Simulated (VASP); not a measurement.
The system is In.

```
CELL_PARAMETERS angstrom
-1.69471 1.69471 2.29737
1.69471 -1.69471 2.29737
1.69471 1.69471 -2.29737
ATOMIC_POSITIONS crystal
In 0.00000 0.00000 0.00000
```

| Item | Value |
| --- | --- |
| Program | VASP 6.6.1 |
| Task | relaxation of cell and atoms |
| Functional | LDA |
| Potentials or basis | VASP PAW LDA potentials, release 64 (In_d) |
| Cutoff | 600 eV |
| k mesh | 18 × 18 × 18 |
| Occupations | gaussian, width 0.1 eV |
| Spin | no spin polarisation |

At the start: pressure -2.9 GPa; volume 26.39 Å³/atom.

Where does the relaxation end?

Over 10 steps the energy falls by 17.5 meV/atom and the volume is 24.69 Å³/atom (-6.4 %); space group Fm-3m (No. 225, to 0.05 Å).

Step by step:
```
step  energy change (eV)  largest force (eV/Å)  pressure (GPa)  volume (Å³)
   1              0.0000                0.0000           -2.89        26.39
   2             -0.0169                0.0000            0.12        24.62
   3             -0.0169                0.0000           -0.02        24.67
   4             -0.0169                0.0000           -0.02        24.67
   5             -0.0170                0.0000           -0.02        24.68
   6             -0.0173                0.0000           -0.02        24.70
   7             -0.0175                0.0000           -0.05        24.72
   8             -0.0175                0.0000           -0.06        24.72
   9             -0.0174                0.0000            0.32        24.54
  10             -0.0175                0.0000            0.00        24.69
```

Final structure:
```cif
data_structure
_symmetry_space_group_name_H-M 'P 1'
_symmetry_Int_Tables_number 1
_cell_length_a 3.2679
_cell_length_b 3.2679
_cell_length_c 3.2679
_cell_angle_alpha 119.958
_cell_angle_beta 119.958
_cell_angle_gamma 90.073
_cell_volume 24.69
loop_
_atom_site_label
_atom_site_type_symbol
_atom_site_fract_x
_atom_site_fract_y
_atom_site_fract_z
_atom_site_occupancy
In1 In 0.00000 0.00000 0.00000 1
```
